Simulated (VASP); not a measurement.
# CaF2 (Fluorite) (Fm-3m) in VASP: settings compared, part 2 of 2

VASP 6.6.1.

### Step 4. Relaxation of cell and atoms, LDA

File INCAR:

```
PREC = Accurate ; ENCUT = 600
EDIFF = 1E-6 ; ISMEAR = 0
SIGMA = 0.03 ; LREAL = F
LASPH = T ; NELM = 80
ALGO = Normal ; ISIF = 3
LWAVE = F ; LCHARG = F
IBRION = 2 ; NSW = 90
EDIFFG = -0.01
```

File KPOINTS:

```
Automatic mesh
0
Gamma
  8 8 8
```

File POSCAR:

```
CaF2
1.0
    0.0000000000      2.7310000000      2.7310000000
    2.7310000000      0.0000000000      2.7310000000
    2.7310000000      2.7310000000      0.0000000000
Ca F
1 2
Direct
    0.0000000000      0.0000000000      0.0000000000
    0.2500000000      0.2500000000      0.2500000000
    0.7500000000      0.7500000000      0.7500000000
```

Potentials or basis: VASP PAW LDA potentials, release 64 (Ca_sv, F).

Command:

```bash
cat potpaw_LDA.64/Ca_sv/POTCAR potpaw_LDA.64/F/POTCAR > POTCAR
mpirun -np 1 vasp_std > vasp.out
```

OUTCAR:

```text
PREC = Accurate
   ENCUT = 600
   EDIFF = 1E-6
   ISMEAR = 0
   LREAL = F
   LASPH = T
   NELM = 80
   ISIF = 3
   IBRION = 2
   NSW = 90
   EDIFFG = -0.01

 ion  position               nearest neighbor table
   1  0.000  0.000  0.000-   3 2.37   3 2.37   3 2.37   2 2.37   3 2.37   2 2.37   2 2.37   2 2.37

   2  0.250  0.250  0.250-   1 2.37   1 2.37   1 2.37   1 2.37
   3  0.750  0.750  0.750-   1 2.37   1 2.37   1 2.37   1 2.37

  LATTYP: Found a face centered cubic cell.
 ALAT       =     5.4620000000

  Lattice vectors:

 A1 = (   0.0000000000,   2.7310000000,   2.7310000000)
 A2 = (   2.7310000000,   0.0000000000,   2.7310000000)
[... 261 lines left out ...]
  free energy    TOTEN  =       -19.02046032 eV

  energy without entropy =      -19.02046032  energy(sigma->0) =      -19.02046032

 E-fermi :  -0.7427     XC(G=0): -10.7355

 val. band max:       -0.9563036935   @ k =   0.5000   0.5000   0.0000
 cond. band min:       6.3783187863   @ k =   0.0000   0.0000   0.0000
 fundamental gap:      7.3346224798
 Fermi energy:        -0.7426740173

 k-point     1 :       0.0000    0.0000    0.0000
  band No.  band energies     occupation
      1     -36.0617      2.00000
      2     -20.6689      2.00000
      3     -19.7325      2.00000
      4     -17.2999      2.00000
      5     -17.2999      2.00000
      6     -17.2999      2.00000
[... 433 lines left out ...]
      3     -20.4903      2.00000
      4     -17.3999      2.00000
      5     -17.1034      2.00000
      6     -16.7802      2.00000
[... 8 lines left out ...]
     15       9.2652      0.00000
     16       9.7250      0.00000

 [... further k-points ...]

------------------------ aborting loop because EDIFF is reached ----------------------------------------

  FORCE on cell =-STRESS in cart. coord.  units (eV):
  Direction    XX          YY          ZZ          XY          YZ          ZX
  --------------------------------------------------------------------------------------
  -------------------------------------------------------------------------------------
  Total       -0.0035269     -0.0035269     -0.0035269      0.0000000      0.0000000      0.0000000
  in kB       -0.1490273     -0.1490273     -0.1490273      0.0000000      0.0000000      0.0000000
  external PRESSURE =      -0.1490273 kB  Pullay stress =       0.0000000 kB
[... 18 lines left out ...]
  FREE ENERGIE OF THE ION-ELECTRON SYSTEM (eV)
  ---------------------------------------------------
  free  energy   TOTEN  =       -19.0204603222 eV

  energy  without entropy=      -19.0204603222  energy(sigma->0) =      -19.02046032

 reached required accuracy - stopping structural energy minimisation
```

OSZICAR:

```text
N       E                     dE             d eps       ncg     rms          rms(c)
DAV:   1     0.238354002290E+03    0.23835E+03   -0.14922E+04   928   0.170E+03
DAV:   2    -0.964319143085E+01   -0.24800E+03   -0.24407E+03  1192   0.415E+02
DAV:   3    -0.198759168081E+02   -0.10233E+02   -0.10225E+02  1048   0.944E+01
[... 24 lines left out ...]
DAV:   3    -0.190205328401E+02    0.65310E-03   -0.12768E-03  1336   0.460E-01    0.718E-02
DAV:   4    -0.190204424712E+02    0.90369E-04   -0.86562E-04  1488   0.238E-01    0.277E-02
DAV:   5    -0.190204446537E+02   -0.21825E-05   -0.13224E-05  1024   0.383E-02    0.249E-02
DAV:   6    -0.190204604204E+02   -0.15767E-04   -0.27054E-05  1528   0.440E-02    0.548E-03
DAV:   7    -0.190204603222E+02    0.98210E-07   -0.10057E-06   856   0.136E-02
   3 F= -.19020460E+02 E0= -.19020460E+02  d E =-.584721E-01
```

CONTCAR:

```text
CaF2
   1.00000000000000
     0.0000000000000000    2.6664665292094831    2.6664665292094831
     2.6664665292094831    0.0000000000000000    2.6664665292094831
     2.6664665292094831    2.6664665292094831    0.0000000000000000
  Ca              F
     1     2
Direct
     0.0000000000000000    0.0000000000000000    0.0000000000000000
     0.2500000000000000    0.2500000000000000    0.2500000000000000
     0.7500000000000000    0.7500000000000000    0.7500000000000000

  0.00000000E+00  0.00000000E+00  0.00000000E+00
  0.00000000E+00  0.00000000E+00  0.00000000E+00
  0.00000000E+00  0.00000000E+00  0.00000000E+00
```

Run time: 20 s. Hardware: 1 thread of Intel Xeon 6975P-C (Granite Rapids), shared host; peak memory 0.17 GiB.

What came out:

```
Free energy                            : -19.0205 eV
Relaxed volume                         : 12.64 Å³/atom
Relaxed cell                           : a = 3.771 Å, b = 3.771 Å, c = 3.771 Å, α = 60.00°, β = 60.00°, γ = 60.00°
Space group after relaxing (to 0.05 Å) : Fm-3m (No. 225)
Energy gained by relaxing              : 19.5 meV/atom
Ionic steps                            : 3
Pressure after relaxing                : 0.0 GPa
Band gap on the k mesh                 : 7.33 eV, indirect (least direct gap 7.61 eV)
```

The path:
```csv
step,energy change (eV),largest force (eV/Å),pressure (GPa),volume (Å³)
1,0.0000,0.0000,-6.23,40.74
2,-0.0581,0.0000,0.60,37.70
3,-0.0585,0.0000,-0.01,37.92
```

Final structure:
```cif
data_structure
_symmetry_space_group_name_H-M 'P 1'
_symmetry_Int_Tables_number 1
_cell_length_a 3.7710
_cell_length_b 3.7710
_cell_length_c 3.7710
_cell_angle_alpha 60.000
_cell_angle_beta 60.000
_cell_angle_gamma 60.000
_cell_volume 37.92
loop_
_atom_site_label
_atom_site_type_symbol
_atom_site_fract_x
_atom_site_fract_y
_atom_site_fract_z
_atom_site_occupancy
Ca1 Ca 0.00000 0.00000 0.00000 1
F1 F 0.25000 0.25000 0.25000 1
F2 F 0.75000 0.75000 0.75000 1
```

Levels at points of the mesh, in eV from the valence-band top:
```tsv
k point	band 9	band 10	band 11	band 12	band 13	band 14	band 15	band 16
(0.00, 0.00, 0.00)	-2.41	-0.27	-0.27	-0.27	7.33	9.30	9.30	11.77
(0.50, 0.00, 0.00)	-1.42	-1.36	-0.90	-0.90	9.56	9.56	10.13	10.65
(0.50, 0.50, 0.00)	-1.77	-0.42	-0.42	0.00	8.05	9.84	10.40	11.32
```

A k mesh can miss the band edges. A hybrid or GW would open this gap; LDA tends to underestimate it.
